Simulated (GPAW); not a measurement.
Runs of GPAW 26.7.0 on BaZrO3. The structure is cubic, space group Pm-3m (No. 221). Conventional cell: a = 4.191 Å, b = 4.191 Å, c = 4.191 Å, α = 90.00°, β = 90.00°, γ = 90.00°. Ba (site symmetry m-3m) is surrounded by 12 O at 2.96 Å. Zr (site symmetry m-3m) is surrounded by 6 O at 2.10 Å. Around O (site symmetry 4/mmm) lie 2 Zr at 2.10 Å. 

```csv
task,level,potentials or basis,k mesh,cutoff (eV),smearing,maxiter,band path,band points,convergence,response ecut,gap on the mesh (eV),pressure (GPa),V0 of scaled cells (Å³/atom),B0 (GPa)
band structure,LDA,"the program's PAW data sets (release 1.2.1) made for this functional, pw",6 × 6 × 6,800,fermi-dirac 0.05 eV,150,"GXMGRX,MR",60,-,-,(a),-5.9,-,-
band structure,PBEsol,"PAW data sets generated in the run's folder for this functional, pw",6 × 6 × 6,800,fermi-dirac 0.05 eV,150,"GXMGRX,MR",60,-,-,3.11,-1.5,-,-
equation of state,PBEsol,"PAW data sets generated in the run's folder for this functional, pw",6 × 6 × 6,800,fermi-dirac 0.05 eV,150,-,-,-,-,-,-,14.60,162
single point,PBE,"GPAW PAW data sets (gpaw-data 1.2.1), pw",5 × 5 × 5,600,fermi-dirac 0.05 eV,120,-,-,default,-,3.30,0.0,-,-
single point,LDA,"the program's PAW data sets (release 1.2.1) made for this functional, pw",5 × 5 × 5,600,fermi-dirac 0.05 eV,120,-,-,default,-,3.20,-9.8,-,-
equation of state,LDA,"the program's PAW data sets (release 1.2.1) made for this functional, pw",6 × 6 × 6,800,fermi-dirac 0.05 eV,150,-,-,-,-,-,-,(b),175
band structure,r2SCAN,"GPAW PAW data sets (gpaw-data 1.2.1), pw",6 × 6 × 6,800,fermi-dirac 0.05 eV,150,"GXMGRX,MR",60,-,-,3.73,1.4,-,-
dielectric tensor,PBE,"GPAW PAW data sets (gpaw-data 1.2.1), pw",5 × 5 × 5,600,fermi-dirac 0.001 eV,150,-,-,-,80 eV,3.30,-,-,-
single point,PBEsol,"PAW data sets generated in the run's folder for this functional, pw",6 × 6 × 6,800,fermi-dirac 0.05 eV,150,-,-,-,-,3.11,-1.5,-,-
dielectric tensor,LDA,"the program's PAW data sets (release 1.2.1) made for this functional, pw",5 × 5 × 5,600,fermi-dirac 0.001 eV,150,-,-,-,80 eV,3.20,-,-,-
```

Alike in all rows: no spin polarisation; cell as given.

Problem. Estimate the missing entries.

Solution. (a) 3.09; (b) 14.20.

Caveats: spin-orbit coupling is left out, which moves the levels of the heavy elements (some runs); the cutoff is short for stress and forces, so pressures can be off by a GPa or more (some runs); an odd mesh through Γ misses points on the zone boundary, where band edges often lie (some runs); the long-wavelength limit can be off by several per cent where d states take part (some runs); the PAW data sets were made with another functional, which shifts forces and pressure a little (some runs).

A k mesh can miss the band edges, and the runs leave out spin-orbit coupling on Ba, Zr.
